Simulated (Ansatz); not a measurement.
The system is BP.

```
CELL_PARAMETERS angstrom
0.00000 2.26900 2.26900
2.26900 0.00000 2.26900
2.26900 2.26900 0.00000
ATOMIC_POSITIONS crystal
P 0.75000 0.75000 0.75000
B 0.00000 0.00000 0.00000
```

| Property | Result |
| --- | --- |
| Program | Ansatz 0.2.0 |
| Task | relaxation of cell and atoms |
| Functional | PBEsol |
| Dispersion | D3(BJ) |
| Potentials or basis | Ansatz PAW |
| Cutoff | 420 eV (not typed: the program's choice for these potentials) |
| k mesh | 10 × 10 × 10 |
| Occupations | fermi-dirac, width 0.05 eV |
| Spin | no spin polarisation |

At the start: volume 11.68 Å³/atom.

Q: How do energy, volume and symmetry change on relaxing?

A: It ends after 5 steps and the volume is 11.31 Å³/atom (-3.2 %); space group F-43m (No. 216, to 0.05 Å).

Step by step:
| step | energy change (eV) | largest force (eV/Å) | volume (Å³) |
| --- | --- | --- | --- |
| 1 | 0.0000 | 0.0000 | 23.36 |
| 2 | -0.0108 | 0.0000 | 22.94 |
| 3 | -0.0137 | 0.0000 | 22.60 |
| 4 | -0.0137 | 0.0000 | 22.61 |
| 5 | -0.0131 | 0.0000 | 22.61 |

Final structure:
```
P B
1.0
     0.00000    2.24441    2.24441
     2.24441    0.00000    2.24441
     2.24441    2.24441    0.00000
P B
1 1
Direct
  0.75000 0.75000 0.75000
  0.00000 0.00000 0.00000
```

Caveat: the plane-wave basis is chosen anew once the cell has moved, so the energies of steps on either side of that aren't comparable; the PAW data sets come from PBE, with cores solved anew for the run's functional, which leaves a small shift of forces and pressure.
